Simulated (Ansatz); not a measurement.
# CdS: the cost of one run

Program: Ansatz 0.2.0. Level of theory: DFT r²SCAN, frozen-core PAW, scalar-relativistic unless said. These are calculated values, not measurements.

## (1) The starting structure

The structure is cubic, space group Fm-3m (No. 225). The conventional cell has a = 5.506 Å, b = 5.506 Å, c = 5.506 Å, α = 90.00°, β = 90.00°, γ = 90.00°. Cd (site symmetry m-3m) has 6 S at 2.75 Å as nearest neighbours. S (site symmetry m-3m) is surrounded by 6 Cd at 2.75 Å.

As a file:

```cif
data_structure
_symmetry_space_group_name_H-M 'Fm-3m'
_symmetry_Int_Tables_number 225
_cell_length_a 5.5065
_cell_length_b 5.5065
_cell_length_c 5.5065
_cell_angle_alpha 90.000
_cell_angle_beta 90.000
_cell_angle_gamma 90.000
_cell_volume 166.96
loop_
_atom_site_label
_atom_site_type_symbol
_atom_site_symmetry_multiplicity
_atom_site_Wyckoff_symbol
_atom_site_fract_x
_atom_site_fract_y
_atom_site_fract_z
_atom_site_occupancy
Cd1 Cd 4 a 0.00000 0.00000 0.00000 1
S1 S 4 b 0.00000 0.50000 0.00000 1
```

Cartesian axes are those of the input's lattice vectors. The structure goes back to a database entry.

## (2) Cell and atoms relaxed, PAW

File input.yaml:

```yaml
crystal:
  lattice:
    - [2.753244, 2.753244, 0.0]
    - [-2.753244, 2.753244, 0.0]
    - [0.0, 2.753244, 2.753244]
  atoms:
    - { symbol: Cd, position: [0.0, 0.0, 0.0] }
    - { symbol: S, position: [0.5, 0.5, 0.0] }
kpoints:
  mp_grid: { grid: [12, 12, 12] }
scf:
  occupations: { method: fermi_dirac, width: 0.1 }
hamiltonian:
  xc: r2scan
  pseudopotentials: { kind: paw }
relax:
  f_tol: 0.002
  max_steps: 80
  cell: {}
output:
  forces: true
  stress: true
  write_density: true
  write_potential: true
  elf: true
  volumetric_format: npy
```

Run with:

```
$ ansatz run input.yaml --threads 1 --pin off --max-ram 3072MiB --backend cpu --events-out ev --progress --plain --runs-dir out
```

**Question.** How long does this run take on 1 thread of Intel Xeon 6975P-C (Granite Rapids), shared host, and how much memory does it need?

About 14 s, with a peak of 0.55 GiB.
